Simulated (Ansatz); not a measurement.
# GaSb: a line through an energy map

An exercise on one series of results from a longer session: the logs are not shown, and one member is left open.

Method: DFT PBE, scalar-relativistic, plane waves, PAW, in Ansatz 0.2.0.

20 further runs of the same task are left out: 1 that didn't finish, 19 set aside as unsound or not needed. Runs told in other sessions of the task aren't counted.

### Starting point

Symmetry: Immm, No. 71, orthorhombic system. Conventional cell: a = 3.212 Å, b = 5.190 Å, c = 5.766 Å, α = 90.00°, β = 90.00°, γ = 90.00°. Ga (site symmetry mmm) has 6 Sb at 2.88 to 3.05 Å and 2 Ga at 3.21 Å in its first shell of neighbours. Around Sb (site symmetry mmm) lie 6 Ga at 2.88 to 3.05 Å and 2 Sb at 3.21 Å.

Coordinates:

```cif
data_structure
_symmetry_space_group_name_H-M 'P 1'
_symmetry_Int_Tables_number 1
_cell_length_a 4.1980
_cell_length_b 4.1980
_cell_length_c 4.1980
_cell_angle_alpha 135.020
_cell_angle_beta 103.645
_cell_angle_gamma 93.253
_cell_volume 48.05
loop_
_atom_site_label
_atom_site_type_symbol
_atom_site_fract_x
_atom_site_fract_y
_atom_site_fract_z
_atom_site_occupancy
Ga1 Ga 0.00000 0.00000 0.00000 1
Sb1 Sb 0.50000 0.50000 0.00000 1
```

It goes back to an entry of the Materials Project, which need not be the stable form.

This cell was relaxed beforehand with the same method: volume 24.02 Å³/atom, gap on the mesh none (metal).

### The scan

The energy is mapped over volume and the cell's shape.

The axes are (1) volume per atom: 7 values from 20.18 to 27.87 Å³; (2) stretch along a over the lengths across it, relative to the relaxed cell: 7 values from 0.923 to 1.083.

Nothing else is relaxed (symmetry fixes all fractional coordinates). Energies count from the relaxed crystal. Points are written as (first, second).

Set-up of the first run:

The input, input.yaml:

```yaml
crystal:
  lattice:
    - [-1.5701065132, 2.4050419314, 2.6721505264]
    - [1.5701065132, -2.4050419314, 2.6721505264]
    - [1.5701065132, 2.4050419314, -2.6721505264]
  atoms:
    - { symbol: Ga, position: [0.0, 0.0, 0.0] }
    - { symbol: Sb, position: [0.5, 0.5, 0.0] }
basis:
  ecutwfc: 420
kpoints:
  mp_grid: { grid: [18, 18, 18] }
hamiltonian:
  xc: pbe
  pseudopotentials: { kind: paw, azcp: { folder: soft_1 } }
scf:
  occupations: { method: gaussian, width: 0.15 }
output:
  forces: true
  stress: true
  eigenvalues: true
```

Command:

```console
ansatz run input.yaml --threads 2 --pin off --max-ram 4096MiB --backend cpu --events-out ev --progress --plain --runs-dir out
```

Steps of the session up to this table: The run at (20.18 Å³, 1.055); Grid point (22.74 Å³, 1.055); The run at (24.02 Å³, 1.055); The run at (25.31 Å³, 1.055); Point (26.59 Å³, 1.055); Point (27.87 Å³, 1.055).

One table of the session follows, with a row left open; its other results are not shown here.

```
volume per atom (Å³)  energy (meV/atom)  slope (meV/atom per Å³)  pressure (GPa)
               20.18                152                      −88            14.2
               21.46                  ?                        ?               ?
               22.74                 20                      −22             3.5
               24.02                  6                       −1             0.2
               25.31                 15                       14            −2.3
               26.59                 40                       25            −4.1
               27.87                 78                       33            −5.4
```

Estimate the missing values for volume per atom (Å³) = 21.46.

Worked estimate for «energy (meV/atom)». A straight line through the neighbours (20.18, 152) and (22.74, 20) gives 152 + (20 − 152) × (21.46 − 20.18) / (22.74 − 20.18) = 86; a parabola fitted to 3 rows on both sides gives 69.

The run gave: energy (meV/atom): 65; slope (meV/atom per Å³): −50; pressure (GPa): 8.0. In «energy (meV/atom)» the line misses by +21 and the parabola by +4.

Energies count from the relaxed crystal. Rows without a step come from runs not printed here or follow by symmetry.

Of the points computed the energy is lowest at 24.02 Å³, 6 meV/atom from the zero. V·d²E/dV² there is about 52 GPa, a bulk modulus under this line's constraint. The well is lopsided: two grid steps out, the energy rises by 59 meV/atom towards smaller values and 35 meV/atom towards larger ones. The highest point computed, at 20.18 Å³, lies 147 meV/atom above the lowest.
